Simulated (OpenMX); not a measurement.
# Li under changes of volume

One of the cells (21.771 Å³/atom); the others are scaled copies at fixed shape and fractional positions:

```
Li
1.0
     3.13160    0.00000    0.00000
    -1.56580    2.71205    0.00000
     0.00000    0.00000    5.12673
Li
2
Cartesian
  1.5658 0.9040 3.8450
  0.0000 1.8080 1.2817
```

This isn't the form of Li at room conditions, which is bcc.

```yaml
Program: OpenMX 3.8.5
Functional: PBE
Potentials_or_basis: OpenMX 2013 PBE set, Li8.0-s3p2, fixed grid of 28 × 28 × 54 points
k_mesh: 11 × 11 × 5
Occupations: fermi-dirac, width 0.05 eV
Spin: no spin polarisation
```

| volume (Å³/atom) | energy over the lowest point (meV/atom) | largest force (eV/Å) |
| --- | --- | --- |
| 20.063 | 0.00 | 0.038 |
| 20.490 | 0.87 | 0.037 |
| 20.917 | 2.43 | 0.035 |
| 21.771 | ? | ? |
| 22.198 | 10.77 | 0.031 |
| 22.625 | 14.57 | 0.030 |

What does the run at 21.771 Å³/atom give?

Energy over the lowest point 7.43 meV/atom; largest force 0.033 eV/Å.

Worked out: A Birch-Murnaghan fit of order 3 (a polynomial in V^(-2/3)) to the other rows has its minimum at 19.81 Å³/atom, just outside them, with B0 = V·E''(V) = 14.4 GPa and B' = 3.6 at fixed shape and positions, which overstates the stiffness. It gives 7.44 meV/atom at 21.771 Å³/atom, against the run's 7.43.

Energies are extrapolated to zero smearing.

Caveats: the basis of atomic orbitals isn't converged, which shifts pressures, moduli and gaps.
